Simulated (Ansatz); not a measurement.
**TaN: a vibration from a frozen displacement**

Theory: Ansatz 0.2.0, DFT PBE, scalar-relativistic, plane waves, PAW. Cutoff 420 eV, Γ-centred 24×24×24 k-points, Gaussian smearing of 0.15 eV. Spin–orbit coupling is left out, which matters for the heavy elements here. No spin polarisation. Energies are free energies at this smearing, counted from the undisturbed cell; pressure is positive in compression.

Reference structure (relaxed at this level; this rock-salt form isn't the usual structure):

```xyz
2
Lattice="0.0000 2.2086 2.2086 2.2086 0.0000 2.2086 2.2086 2.2086 0.0000" Properties=species:S:1:pos:R:3 pbc="T T T"
Ta    2.2086    2.2086    2.2086
N     0.0000    0.0000    0.0000
```

Every Ta atom is moved by x along the Cartesian unit vector (0.000, 0.000, 1.000); the cell and all other atoms stay fixed. The cell's volume is 21.55 Å³; the moved atoms weigh 180.948 u together and the others 14.007 u. Some rows repeat others by symmetry and weren't run.

| x (Å) | ΔE (meV/cell) | total force on the moved atoms along the move (eV/Å) | pressure (GPa) |
| --- | --- | --- | --- |
| -0.3000 | 431.12 | 3.5819 | 15.2717 |
| -0.2625 | 311.34 | 2.8307 | 11.5101 |
| -0.2250 | 217.19 | 2.2135 | 8.3456 |
| -0.1875 | 143.76 | 1.7160 | 5.7242 |
| -0.1500 | 87.87 | 1.2742 | 3.6256 |
| -0.1125 | 47.43 | 0.8914 | 2.0203 |
| -0.0750 | 20.35 | 0.5598 | 0.8838 |
| -0.0375 | 4.97 | 0.2669 | 0.2077 |
| 0.0000 | 0.00 | 0.0000 | -0.0172 |
| 0.0375 | 4.97 | -0.2669 | 0.2077 |
| 0.0750 | 20.35 | -0.5598 | 0.8838 |
| 0.1125 | 47.43 | -0.8914 | 2.0203 |
| 0.1500 | 87.87 | -1.2742 | 3.6256 |
| 0.1875 | 143.76 | -1.7160 | 5.7242 |
| 0.2250 | 217.19 | -2.2135 | 8.3456 |
| 0.2625 | 311.34 | -2.8307 | 11.5101 |
| 0.3000 | 431.12 | -3.5819 | 15.2717 |

**Question.** What frequency belongs to this motion?

**Answer.** The force constant is k = −dF/dx = 7.117 eV/Å², from the parabola through x = -0.0375, 0 and 0.0375. In every cell the moved atoms swing against the rest, so the mass is μ = m₁m₂/(m₁ + m₂) = 13.001 u, and ν̃ = 521.5 cm⁻¹ × √(|k|/μ) = 386 cm⁻¹. To first order in x, and within 1 %, the force on every atom lies along the move and, within each of the two groups, in proportion to the atom's mass, so this is itself a mode at the zone centre of this cell.

**Question.** How far does the harmonic law reach?

**Answer.** At x = -0.300 Å, kx²/2 = 320.28 meV against the computed 431.12 meV (+34.6 %): the well stiffens in this direction at large amplitude.

**Question.** The pressure changes with x². What does that say about the frequency under compression?

**Answer.** With E = k(V)x²/2, k ∝ V^(−2γ) and x scaling with the cell as V^(1/3), P − P0 = −∂E/∂V = (2γ − 2/3) ΔE/V. At x = 0.0750 Å, V(P − P0) = 21.55 × 0.90101 / 160.2 eV = 121.18 meV and ΔE = 20.35 meV, so γ = 1/3 + V(P − P0)/(2ΔE) = 3.31. This is the Grüneisen parameter of the motion under uniform scaling of the cell: shrinking the cell evenly by 1 % in volume raises the frequency by about 3.31 %.

In a metal these slopes depend on the k mesh and the smearing.